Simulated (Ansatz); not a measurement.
H:

```
H
1.0
     2.62348   -2.56690    0.00000
     2.62348    2.56690    0.00000
     0.00000    0.00000    4.14182
H
4
Direct
  0.04670 0.95330 0.93149
  0.54670 0.45330 0.56851
  0.45330 0.54670 0.43149
  0.95330 0.04670 0.06851
```

```yaml
Program: Ansatz 0.2.0
Task: single point
Functional: PBE
Potentials_or_basis: Ansatz PAW
Cutoff: "420 eV (not typed: the program's choice for these potentials)"
k_mesh: 7 × 7 × 7
Occupations: fermi-dirac, width 0.05 eV
Spin: no spin polarisation
```

On this cell: pressure 0.5 GPa; largest force 0.270 eV/Å; band gap on the k mesh 9.36 eV, indirect (least direct gap 9.94 eV).

The same run follows on a disturbed copy (atoms moved at random, drawn with an rms of 0.05 Å):

```
H
1.0
     2.62348   -2.56690    0.00000
     2.62348    2.56690    0.00000
     0.00000    0.00000    4.14182
H
4
Direct
  0.03426 0.95549 0.93340
  0.54662 0.44932 0.56158
  0.44836 0.53673 0.43891
  0.95959 0.06423 0.06682
```

Q: What changes?

A: The energy moves by +15.0 meV/atom; pressure 2.1 GPa; largest force 2.193 eV/Å; band gap on the k mesh 9.52 eV, indirect (least direct gap 10.01 eV).

Forces on the atoms (eV/Å):
```
H   -0.084 -0.454 -0.530
H    0.087 -1.495  1.600
H   -0.084  1.498 -1.599
H    0.081  0.451  0.530
```

Stress tensor (GPa, compression positive):
```
 0.13 -0.01  0.26
-0.01  2.73 -1.46
 0.26 -1.46  3.29
```

Caveats: odd divisions of the mesh miss points on the zone boundary, where band edges often lie, so the gap on the mesh can be too wide.

A k mesh can miss the band edges.
